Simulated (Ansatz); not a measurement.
# C: what a guessed cell relaxes into, part 2 of 3

Where does this trial cell of C go when cell and atoms are let free, and does the end survive a random kick?

Ansatz 0.2.0; DFT PBE, scalar-relativistic, plane waves, PAW. The steps go on from the part before.

### Step 4. Full relaxation

The end of the coarse run is made exact in the group found at a tolerance of 0.06 Å and reduced to its primitive cell.

Input file input.yaml:

```yaml
crystal:
  lattice:
    - [0.0, 2.4725581547, 3.7675753126]
    - [1.2165404754, 0.0, 3.7675753126]
    - [1.2165404754, 2.4725581547, 0.0]
  atoms:
    - { symbol: C, position: [0.5620042168, 0.5620042168, 0.9379957832] }
    - { symbol: C, position: [0.3120042168, 0.3120042168, 0.6879957832] }
    - { symbol: C, position: [0.6879957832, 0.6879957832, 0.3120042168] }
    - { symbol: C, position: [0.9379957832, 0.9379957832, 0.5620042168] }
basis:
  ecutwfc: 420
kpoints:
  mp_grid: { grid: [12, 12, 12] }
hamiltonian:
  xc: pbe
scf:
  occupations: { method: gaussian, width: 0.02 }
output:
  forces: true
  stress: true
  eigenvalues: true
  write_density: true
  write_potential: true
  elf: true
  volumetric_format: npy
relax:
  adjacent_minimum: "off"
  f_tol: 0.01
  max_steps: 80
  cell: { stress_tol: 0.05 }
```

Launch:

```
ansatz run input.yaml --threads 1 --pin off --max-ram 2560MiB --backend cpu --events-out ev --progress --plain --runs-dir out
```

The log of the run:

```text
Warning: RAYON_NUM_THREADS=1 ignored (pool sized by the plan → 1); use --threads N
Engine: ansatz 0.2.0, x86_64-unknown-linux-gnu
Pseudopotentials: kind: paw
Pseudopotential: C, paw, valence charge 4, recommended cutoff 420 eV (normal), C.paw.azcp
Functional definition: PBE
  parameter kappa = 0.804
  parameter beta = 0.06672455060314922
  exchange = pbe_x(kappa = kappa, mu = beta*pi^2/3)
  correlation = pbe_c(beta = beta)
Crystal: 4 atoms, lattice volume = 22.665 Å³
Basis set: ecut = 420 eV, 461 PW (Γ), exchange–correlation on 64×54×40 points (8 copies of the dense FFT grid, shifted against one another)
Bands: 12, of which v1, the nominal top of the filled ones, is band 8 counted from 1 (7 counted from 0)
Symmetry: 8 space group operations
Space group: Fddd (ITA 70), of the structure as read, at distance tolerance 2.8e-5 Å
k-points: 280 of 1728
Non-local potential: C, projectors of the file, l = 0: 2, l = 1: 2, l = 2: 1
PAW form: soft (Blöchl's): semilocal exchange-correlation on the pseudo side does not see the compensation charge
PAW one-centre angular grid: C, 110 points (default); XC on 64 Gauss nodes
Initial density: superposition of atomic densities (neutral atoms: chi_scale 0, normalization atom), corrected by the library's trained network
Initial wavefunctions: pseudopotential atomic-orbital guess
Functional: x = pbe(κ = 0.804, μ = 0.2195149727645171), c = pbe(β = 0.06672455060314922)
SCF iter   1: F=—  HF=-998.705338 eV  |F-HF|=—  |Δ(HF+E_count)|=         —  Δρ=1.12e-2  dr2=1.50e-2  ethr=1.77e-3  ⟨swp⟩=5.9  Hψ=18589  notcnv=0
preconditioner: auto → none  [insulator: Δε(μ)=1.948 eV  Ē_g=14.903 eV  σ=0.020 eV  W_gap=1.00  n_scr=4 (ndim 8)  ℏωp=31.2 eV  f_vac=0.000  D(μ)=0.00/eV (n_scr^D=0)  ε∞_Penn≈5.4]
SCF iter   2: F=—  HF=-998.700853 eV  |F-HF|=—  |Δ(HF+E_count)|=   4.48e-3  Δρ=4.82e-3  dr2=2.17e-3  ethr=9.35e-5  ⟨swp⟩=2.8  Hψ=7926  notcnv=0
SCF iter   3: F=—  HF=-998.700635 eV  |F-HF|=—  |Δ(HF+E_count)|=   2.18e-4  Δρ=6.36e-4  dr2=2.16e-5  ethr=1.36e-5  ⟨swp⟩=2.8  Hψ=6608  notcnv=0
SCF iter   4: F=—  HF=-998.700653 eV  |F-HF|=—  |Δ(HF+E_count)|=   1.87e-5  Δρ=4.37e-5  dr2=1.53e-7  ethr=1.35e-7  ⟨swp⟩=2.5  Hψ=5638  notcnv=0
iter 5 did not close the SCF: its close was put off for the readings that it lacked (scf_convergence_deferred on its scf_iter line)
SCF iter   5: F=-998.700653 eV  HF=-998.700653 eV  |F-HF|=4.16e-9  |Δ(HF+E_count)|=   1.46e-7  Δρ=6.42e-6  dr2=3.30e-9  ethr=9.57e-10  ⟨swp⟩=2.5  Hψ=5655  notcnv=0
SCF iter   6: F=-998.700653 eV  HF=-998.700653 eV  |F-HF|=1.96e-11  |Δ(HF+E_count)|=   4.50e-9  Δρ=4.48e-7  dr2=1.39e-11  ethr=2.07e-11  ⟨swp⟩=5.2  Hψ=17126  notcnv=0
SCF 1 converged in 6 iterations: F = -998.700653 eV  dr2 = 1.39e-11
relax step   1: F+E_penalty+E_count = -998.70065346 eV  Δ(F+E_penalty+E_count) = +0.000e0 eV  max|allowed force component| = 3.482e-4 eV/Å  Δτ_max = 0.0000 Å  P = +0.189 GPa  Ω = 22.665 Å³  (6 SCF iters, accepted)
Crystal: 4 atoms, lattice volume = 22.673 Å³
Initial density: handed on by an earlier stage of this run
Initial wavefunctions: those handed on with the density
iter 1 solved again at ethr=5.19e-9 eV; its pass at ethr=3.10e-3 eV (dr2=8.30e-7 eV) is discarded
SCF iter   1: F=—  HF=-998.700612 eV  |F-HF|=—  |Δ(HF+E_count)|=         —  Δρ=7.76e-5  dr2=7.85e-7  ethr=5.19e-9  ⟨swp⟩=2.1  Hψ=25463  notcnv=0
preconditioner: auto → none  [insulator: Δε(μ)=1.919 eV  Ē_g=14.915 eV  σ=0.020 eV  W_gap=1.00  n_scr=4 (ndim 8)  ℏωp=31.2 eV  f_vac=0.000  D(μ)=0.00/eV (n_scr^D=0)  ε∞_Penn≈5.4]
iter 2 did not close the SCF: its close was put off for the readings that it lacked (scf_convergence_deferred on its scf_iter line)
SCF iter   2: F=-998.700614 eV  HF=-998.700614 eV  |F-HF|=1.62e-8  |Δ(HF+E_count)|=   1.19e-6  Δρ=3.44e-5  dr2=1.37e-7  ethr=4.91e-9  ⟨swp⟩=1.0  Hψ=3387  notcnv=0
iter 3 did not close the SCF: its close was put off for the readings that it lacked (scf_convergence_deferred on its scf_iter line)
SCF iter   3: F=-998.700614 eV  HF=-998.700614 eV  |F-HF|=4.67e-10  |Δ(HF+E_count)|=   1.15e-8  Δρ=3.30e-6  dr2=1.06e-9  ethr=8.57e-10  ⟨swp⟩=2.0  Hψ=5578  notcnv=0
iter 4 did not close the SCF: its close was put off for the readings that it lacked (scf_convergence_deferred on its scf_iter line)
SCF iter   4: F=-998.700614 eV  HF=-998.700614 eV  |F-HF|=3.87e-12  |Δ(HF+E_count)|=  4.96e-10  Δρ=3.92e-7  dr2=1.12e-11  ethr=6.65e-12  ⟨swp⟩=2.3  Hψ=5656  notcnv=0
iter 5 did not close the SCF: its close was put off for the readings that it lacked (scf_convergence_deferred on its scf_iter line)
SCF iter   5: F=-998.700614 eV  HF=-998.700614 eV  |F-HF|=2.27e-13  |Δ(HF+E_count)|=  5.68e-12  Δρ=2.61e-8  dr2=4.99e-14  ethr=1.00e-12  ⟨swp⟩=1.0  Hψ=3360  notcnv=0
SCF iter   6: F=-998.700614 eV  HF=-998.700614 eV  |F-HF|=1.14e-13  |Δ(HF+E_count)|=    0.00e0  Δρ=5.08e-9  dr2=3.19e-15  ethr=1.00e-12  ⟨swp⟩=3.6  Hψ=12453  notcnv=0
SCF 2 converged in 6 iterations: F = -998.700614 eV  dr2 = 3.19e-15
relax step   2: F+E_penalty+E_count = -998.70061363 eV  Δ(F+E_penalty+E_count) = +3.984e-5 eV  max|allowed force component| = 5.539e-3 eV/Å  Δτ_max = 0.0001 Å  P = +0.078 GPa  Ω = 22.673 Å³  energy of the carried Pulay correction = -4.635e-5 eV  (6 SCF iters, dr2 threshold 2.22e-7 eV, accepted)
Crystal: 4 atoms, lattice volume = 22.676 Å³
iter 1 solved again at ethr=1.17e-9 eV; its pass at ethr=3.10e-3 eV (dr2=1.87e-7 eV) is discarded
SCF iter   1: F=—  HF=-998.700598 eV  |F-HF|=—  |Δ(HF+E_count)|=         —  Δρ=3.32e-5  dr2=1.77e-7  ethr=1.17e-9  ⟨swp⟩=2.2  Hψ=25215  notcnv=0
preconditioner: auto → none  [insulator: Δε(μ)=1.918 eV  Ē_g=14.914 eV  σ=0.020 eV  W_gap=1.00  n_scr=4 (ndim 8)  ℏωp=31.2 eV  f_vac=0.000  D(μ)=0.00/eV (n_scr^D=0)  ε∞_Penn≈5.4]
iter 2 did not close the SCF: its close was put off for the readings that it lacked (scf_convergence_deferred on its scf_iter line)
SCF iter   2: F=-998.700599 eV  HF=-998.700599 eV  |F-HF|=9.12e-9  |Δ(HF+E_count)|=   1.27e-6  Δρ=1.38e-5  dr2=2.85e-8  ethr=1.10e-9  ⟨swp⟩=2.0  Hψ=5145  notcnv=0
iter 3 did not close the SCF: its close was put off for the readings that it lacked (scf_convergence_deferred on its scf_iter line)
SCF iter   3: F=-998.700599 eV  HF=-998.700599 eV  |F-HF|=8.34e-11  |Δ(HF+E_count)|=   6.13e-9  Δρ=1.21e-6  dr2=9.44e-11  ethr=1.78e-10  ⟨swp⟩=2.4  Hψ=5693  notcnv=0
iter 4 did not close the SCF: its close was put off for the readings that it lacked (scf_convergence_deferred on its scf_iter line)
SCF iter   4: F=-998.700599 eV  HF=-998.700599 eV  |F-HF|=1.14e-13  |Δ(HF+E_count)|=  8.45e-11  Δρ=7.19e-8  dr2=3.63e-13  ethr=1.00e-12  ⟨swp⟩=2.1  Hψ=5252  notcnv=0
iter 5 did not close the SCF: its close was put off for the readings that it lacked (scf_convergence_deferred on its scf_iter line)
SCF iter   5: F=-998.700599 eV  HF=-998.700599 eV  |F-HF|=0.00e0  |Δ(HF+E_count)|=  2.27e-13  Δρ=8.99e-9  dr2=4.22e-15  ethr=1.00e-12  ⟨swp⟩=1.0  Hψ=3360  notcnv=0
SCF iter   6: F=-998.700599 eV  HF=-998.700599 eV  |F-HF|=1.14e-13  |Δ(HF+E_count)|=  3.41e-13  Δρ=1.13e-9  dr2=6.65e-17  ethr=1.00e-12  ⟨swp⟩=2.9  Hψ=10789  notcnv=0
SCF 3 converged in 6 iterations: F = -998.700599 eV  dr2 = 6.65e-17
relax step   3: F+E_penalty+E_count = -998.70059892 eV  Δ(F+E_penalty+E_count) = +1.470e-5 eV  max|allowed force component| = 3.344e-3 eV/Å  Δτ_max = 0.0001 Å  P = +0.023 GPa  Ω = 22.676 Å³  energy of the carried Pulay correction = -6.354e-5 eV  (6 SCF iters, accepted)
Initial wavefunctions: pseudopotential atomic-orbital guess (no wavefunctions were taken with the density)
iter 1 solved again at ethr=2.61e-8 eV; its pass at ethr=3.10e-3 eV (dr2=4.18e-6 eV) is discarded
SCF iter   1: F=—  HF=-998.700648 eV  |F-HF|=—  |Δ(HF+E_count)|=         —  Δρ=3.33e-6  dr2=3.26e-10  ethr=2.61e-8  ⟨swp⟩=3.6  Hψ=29072  notcnv=0
eigensolver tolerance schedule: the retry pair's looser diagonalisation over-reported the residual by 12824.70 of it (diagonalisation noise at 0.12 of the residual, at the tolerance the schedule requests for it); recorded, not acted on — ethr = c·dr2/N_el stays at c = 1.0e-1
SCF iter   2: F=—  HF=-998.700649 eV  |F-HF|=—  |Δ(HF+E_count)|=   1.40e-6  Δρ=1.71e-6  dr2=8.67e-11  ethr=2.04e-12  ⟨swp⟩=3.2  Hψ=6605  notcnv=0
iter 3 did not close the SCF: its close was put off for the readings that it lacked (scf_convergence_deferred on its scf_iter line)
SCF iter   3: F=-998.700649 eV  HF=-998.700649 eV  |F-HF|=2.84e-12  |Δ(HF+E_count)|=  2.18e-10  Δρ=1.97e-7  dr2=5.95e-12  ethr=1.00e-12  ⟨swp⟩=2.2  Hψ=5632  notcnv=0
iter 4 did not close the SCF: its close was put off for the readings that it lacked (scf_convergence_deferred on its scf_iter line)
SCF iter   4: F=-998.700649 eV  HF=-998.700649 eV  |F-HF|=7.96e-13  |Δ(HF+E_count)|=  1.59e-12  Δρ=7.69e-8  dr2=8.07e-13  ethr=1.00e-12  ⟨swp⟩=1.0  Hψ=3360  notcnv=0
iter 5 did not close the SCF: its close was put off for the readings that it lacked (scf_convergence_deferred on its scf_iter line)
SCF iter   5: F=-998.700649 eV  HF=-998.700649 eV  |F-HF|=2.27e-13  |Δ(HF+E_count)|=  5.68e-13  Δρ=5.52e-9  dr2=3.95e-15  ethr=1.00e-12  ⟨swp⟩=1.0  Hψ=3360  notcnv=0
iter 6 did not close the SCF: its close was put off for the readings that it lacked (scf_convergence_deferred on its scf_iter line)
SCF iter   6: F=-998.700649 eV  HF=-998.700649 eV  |F-HF|=0.00e0  |Δ(HF+E_count)|=  2.27e-13  Δρ=1.36e-9  dr2=1.29e-16  ethr=1.00e-12  ⟨swp⟩=1.0  Hψ=3360  notcnv=0
SCF iter   7: F=-998.700649 eV  HF=-998.700649 eV  |F-HF|=1.14e-13  |Δ(HF+E_count)|=  1.14e-13  Δρ=8.26e-10  dr2=9.10e-17  ethr=1.00e-12  ⟨swp⟩=2.1  Hψ=9099  notcnv=0
SCF 4 converged in 7 iterations: F = -998.700649 eV  dr2 = 9.10e-17
relax step   4: F+E_penalty+E_count = -998.70064947 eV  Δ(F+E_penalty+E_count) = -5.055e-5 eV  max|allowed force component| = 3.336e-3 eV/Å  Δτ_max = 0.0000 Å  P = +0.027 GPa  Ω = 22.676 Å³  stress off target by 2.95e-2 GPa  SCF on the basis re-selected at this cell (its energy is not comparable with the rows above)  (7 SCF iters)
basis re-selected at this cell: Δ(F+E_penalty+E_count) = -5.055e-5 eV, ΔP = +0.004 GPa vs the last step (what re-selecting the basis moved, of the pressure what is left beyond the Pulay correction that the steps carried, after the strain that the cell walked since its last selection, with what the two solves' SCF thresholds leave and, on support functions, any second-order correction that the steps lacked; it is no measure of the basis error at this ecutwfc). This SCF's stress stands 2.95e-2 GPa from its target on what of the cell is left free (relax.cell.stress_tol is 5.00e-2 GPa) and its largest allowed force component is 3.34e-3 eV/Å (relax.f_tol is 1.00e-2 eV/Å): within both
SCF converged after 7 iterations
Free energy (F): -998.700649 eV
Harris-Foulkes:  -998.700649 eV  (|F-HF|=1.14e-13)
Internal energy: -998.700649 eV  (E = F + TS)
E sigma→0 (E₀):  -998.700649 eV
Fermi energy:    14.839260 eV
--- Per-component energies (eV) ---
  E_band       = 77.207625
  E_kinetic    = 361.378140
  E_local      = -210.467064  (includes V_loc(G=0)·N_el)
  E_nonlocal   = 106.706686
  E_hartree    = 42.176505
  E_xc         = -193.096707
  E_vxc        = -239.679338  (∫ρ·V_xc dr)
  E_paw        = -395.652244  (= ΣΔE_a)
  E_vpaw       = -25.083841  (= ΣTr[D̂ρ^β])
  E_aug_tail   = 0.000033  (compensation charges beyond the density's cutoff)
  E_ewald      = -709.745999
  E_smearing   = -0.000000  (= −TS)
  E_closure    = 0.000000  (closes the sum)
  Σ components = -998.700649   (vs F -998.700649, Δ=0.00e0)
--- Forces (eV/Å), atoms counted from 1 ---
  atom   1  C      0.00000000     0.00000000    -0.00333613
  atom   2  C     -0.00000000     0.00000000    -0.00333613
  atom   3  C      0.00000000     0.00000000     0.00333613
  atom   4  C     -0.00000000     0.00000000     0.00333613
  max |Σ_I F_I| component: 3.47e-18 eV/Å
--- Stress (GPa, compression-positive) ---
        0.026438       0.000000       0.000000
        0.000000       0.024650       0.000000
        0.000000       0.000000       0.029497
  P = ⅓ Tr σ = 0.0269 GPa (0.269 kbar)
--- Band table (eV; the first three rows and the last of 280) ---
  k-point 0: bands = ["-8.0353", "-0.4433", "0.6744", "7.7170", "11.0182", "12.0033", "13.6759", "13.8805", "17.7856", "18.1959", "19.5774", "20.4540"]
  k-point 1: bands = ["-7.8476", "-0.5807", "1.1322", "7.5456", "10.3913", "11.4808", "13.1904", "13.4473", "17.9596", "18.5794", "19.4135", "20.5616"]
  k-point 2: bands = ["-7.2859", "-0.6443", "2.1365", "6.9521", "8.7555", "10.3759", "12.1191", "12.5183", "17.7944", "19.1181", "19.6014", "21.0502"]
  k-point 279: bands = ["-5.9466", "-5.9466", "8.5845", "8.5845", "9.4407", "9.4407", "11.7430", "11.7430", "19.7932", "19.7932", "22.3248", "22.3248"]
--- Relaxed structure (3 steps of the walk, 3 accepted, 1 SCFs on fresh bases) ---
  F+E_penalty+E_count = -998.70064947 eV   max|allowed force component| = 3.336e-3 eV/Å   (the final SCF, on the basis selected at the relaxed cell)
  cell:  # Å, volume = 22.6761 Å³
    - [0.0, 2.4733599399976156, 3.7679697983181346]
    - [1.2165858963840455, 0.0, 3.7679697983181346]
    - [1.2165858963840455, 2.4733599399976156, 0.0]
  atoms:
    - { symbol: C, position: [0.5620061344041845, 0.5620061344041845, 0.9379938655958155] }
    - { symbol: C, position: [0.3120061344041844, 0.3120061344041844, 0.6879938655958155] }
    - { symbol: C, position: [0.6879938655958155, 0.6879938655958155, 0.31200613440418445] }
    - { symbol: C, position: [0.9379938655958154, 0.9379938655958154, 0.5620061344041846] }
```

Run time: 20 s. Hardware: 1 thread of Intel Xeon at 2.60GHz (Ice Lake), shared host; peak memory 0.43 GiB.

The steps of the relaxation:

| step | E - E(step 1) (eV/cell) | largest force component (eV/Å) | pressure (GPa) | volume (Å³) |
| --- | --- | --- | --- | --- |
| 1 | 0.0000 | 0.0003 | 0.19 | 22.67 |
| 2 | 0.0000 | 0.0055 | 0.08 | 22.67 |
| 3 | 0.0001 | 0.0033 | 0.02 | 22.68 |
| 4 | 0.0000 | 0.0033 | 0.03 | 22.68 |

Step 1 is the start. Step 4 repeats the geometry before it on a plane-wave basis chosen anew for that cell, so its energy need not be comparable with the rows above.

Lengths and angles in the start's conventional setting:

|  | before | after | change |
| --- | --- | --- | --- |
| a (Å) | 2.433 | 2.433 | 0.0 % |
| b (Å) | 4.945 | 4.947 | 0.0 % |
| c (Å) | 7.535 | 7.536 | 0.0 % |
| volume (Å³/atom) | 5.67 | 5.67 | 0.0 % |
| shortest distance (Å) | 1.534 | 1.534 | 0.0 % |
| space group (0.01 Å) | Fddd | Fddd | same |

The run keeps the 8 symmetry operations of the start, so it could not have lowered the symmetry.

Axes a, b and c in the maps are those of this run's conventional cell (a, b, c = 2.433, 4.947, 7.536 Å).

Density in a lattice plane of the grid's cell (edges 2.43 and 7.54 Å, at 0.000 of the third edge), which holds C.

Ten even steps from '0' (0.16 e/Å³) to '9' (1.81 e/Å³):
```
00001000
00134310
01479741
34799974
88888888
99743479
97410147
43100013
10000000
00000000
10000000
43100013
97410147
99743479
88888888
34799974
01479741
00134310
00001000
00000000
```
Columns run along the first of these edges and rows up along the second, over one cell in 8 and 20 even steps from the bottom left corner. Atoms in the plane (fractional): C at (0.00, 0.31), C at (0.50, 0.81), C at (0.00, 0.69), C at (0.50, 0.19).

ELF in the same plane.

Values, 12 rows by 6 columns:
```
0.06 0.18 0.49 0.58 0.49 0.18
0.19 0.51 0.51 0.09 0.51 0.51
0.50 0.89 0.89 0.50 0.88 0.88
0.09 0.51 0.51 0.19 0.51 0.51
0.58 0.49 0.18 0.06 0.18 0.49
0.05 0.05 0.06 0.07 0.06 0.05
0.58 0.49 0.18 0.06 0.18 0.49
0.09 0.51 0.51 0.19 0.51 0.51
0.50 0.88 0.88 0.50 0.89 0.89
0.19 0.51 0.51 0.09 0.51 0.51
0.06 0.18 0.49 0.58 0.49 0.18
0.07 0.06 0.05 0.05 0.05 0.06
```
Columns run along the first of these edges and rows up along the second, over one cell in 6 and 12 even steps from the bottom left corner. Atoms in the plane (fractional): C at (0.00, 0.31), C at (0.50, 0.81), C at (0.00, 0.69), C at (0.50, 0.19).

Both are smooth fields of the valence electrons: close to the nuclei they are not physical.

The highest ELF values outside the cores: 0.95 on the C–C line, 0.8 Å from C.

### Step 5. Changed: basis.precision f64, eigensolver.kind davidson

Input file input.yaml:

```yaml
crystal:
  lattice:
    - [0.0, 2.47335994, 3.7679697983]
    - [1.2165858964, 0.0, 3.7679697983]
    - [1.2165858964, 2.47335994, 0.0]
  atoms:
    - { symbol: C, position: [0.5620061344, 0.5620061344, 0.9379938656] }
    - { symbol: C, position: [0.3120061344, 0.3120061344, 0.6879938656] }
    - { symbol: C, position: [0.6879938656, 0.6879938656, 0.3120061344] }
    - { symbol: C, position: [0.9379938656, 0.9379938656, 0.5620061344] }
basis:
  ecutwfc: 420
  precision: f64
kpoints:
  mp_grid: { grid: [12, 12, 12] }
hamiltonian:
  xc: pbe
scf:
  occupations: { method: gaussian, width: 0.02 }
  eigensolver: { kind: davidson }
output:
  forces: true
  eigenvalues: true
  stress: true
```

Launch:

```
ansatz run input.yaml --threads 1 --pin off --max-ram 2560MiB --backend cpu --events-out ev --progress --plain --runs-dir out
```

The log of the run (excerpt; [...] marks lines left out):

```text
Warning: RAYON_NUM_THREADS=1 ignored (pool sized by the plan → 1); use --threads N
[...]
Pseudopotentials: kind: paw
Pseudopotential: C, paw, valence charge 4, recommended cutoff 420 eV (normal), C.paw.azcp
Functional definition: PBE
[...]
Crystal: 4 atoms, lattice volume = 22.676 Å³
Basis set: ecut = 420 eV, 461 PW (Γ), exchange–correlation on 64×54×40 points (8 copies of the dense FFT grid, shifted against one another)
[...]
  atom   3  C     -0.00000000     0.00000000     0.00335351
  atom   4  C      0.00000000    -0.00000000     0.00335351
[...]
--- Stress (GPa, compression-positive) ---
        0.026223       0.000000      -0.000000
        0.000000       0.024821       0.000000
       -0.000000       0.000000       0.029480
  P = ⅓ Tr σ = 0.0268 GPa (0.268 kbar)
--- Band table (eV; the first three rows and the last of 280) ---
  k-point 0: bands = ["-8.0353", "-0.4433", "0.6744", "7.7170", "11.0182", "12.0033", "13.6759", "13.8805", "17.7856", "18.1959", "19.5774"]
[...]
```

It took 5.8 s on 1 thread of Intel Xeon at 2.60GHz (Ice Lake), shared host; peak memory 0.39 GiB.

```
    run     ending  energy change  pressure (GPa)  gap (eV)  force (eV/Å)  cycles   time
 step 4  converged              0             0.0      1.92          0.00       -   20 s
variant  converged   0.0 meV/atom             0.0      1.92          0.00       6  5.8 s
```

Same state: the changed arithmetic precision and solver leaves the energy within 0.5 meV/atom.

### Step 6. Kick test: the unmoved cell on a coarse mesh

Input file input.yaml:

```yaml
crystal:
  lattice:
    - [-1.2165858964, -2.47335994, 0.0]
    - [1.2165858964, 0.0, 3.7679697983]
    - [-3.6497576892, 2.47335994, 0.0]
  atoms:
    - { symbol: C, position: [0.7810030672, 0.1240122688, 0.2810030672] }
    - { symbol: C, position: [0.2810030672, 0.1240122688, 0.7810030672] }
    - { symbol: C, position: [0.1560030672, 0.6240122688, 0.1560030672] }
    - { symbol: C, position: [0.6560030672, 0.6240122688, 0.6560030672] }
    - { symbol: C, position: [0.3439969328, 0.3759877312, 0.3439969328] }
    - { symbol: C, position: [0.8439969328, 0.3759877312, 0.8439969328] }
    - { symbol: C, position: [0.9689969328, 0.8759877312, 0.4689969328] }
    - { symbol: C, position: [0.4689969328, 0.8759877312, 0.9689969328] }
basis:
  ecutwfc: 420
kpoints:
  mp_grid: { grid: [6, 4, 4] }
hamiltonian:
  xc: pbe
scf:
  occupations: { method: gaussian, width: 0.1 }
  lower_state_search: "off"
output:
  forces: true
  stress: true
  eigenvalues: true
```

Launch:

```
ansatz run input.yaml --threads 1 --pin off --max-ram 2560MiB --backend cpu --events-out ev --progress --plain --runs-dir out
```

The log of the run (excerpt; [...] marks lines left out):

```text
[...]
SCF converged after 6 iterations
Free energy (F): -1997.402797 eV
[...]
E sigma→0 (E₀):  -1997.402797 eV
Fermi energy:    14.835709 eV
[...]
--- Forces (eV/Å), atoms counted from 1 ---
  atom   1  C      0.00027480    -0.00191040    -0.00294470
  atom   2  C      0.00027480    -0.00191040    -0.00294470
  atom   3  C     -0.00034657     0.00191715    -0.00328554
[...]
  atom   6  C     -0.00027480     0.00191040     0.00294470
  atom   7  C      0.00034657    -0.00191715     0.00328554
  atom   8  C      0.00034657    -0.00191715     0.00328554
[...]
--- Stress (GPa, compression-positive) ---
        0.042854       0.008412       0.011000
        0.008413      -0.047896       0.024488
        0.011000       0.024488       0.065581
  P = ⅓ Tr σ = 0.0202 GPa (0.202 kbar)
--- Band table (eV; the first three rows and the last of 52) ---
[... band rows left out ...]
[...]
```

It took 2.3 s on 1 thread of Intel Xeon at 2.60GHz (Ice Lake), shared host; peak memory 0.35 GiB.

The cell holds 8 atoms, 2 times the relaxed one.

[end of part 2 of 3]
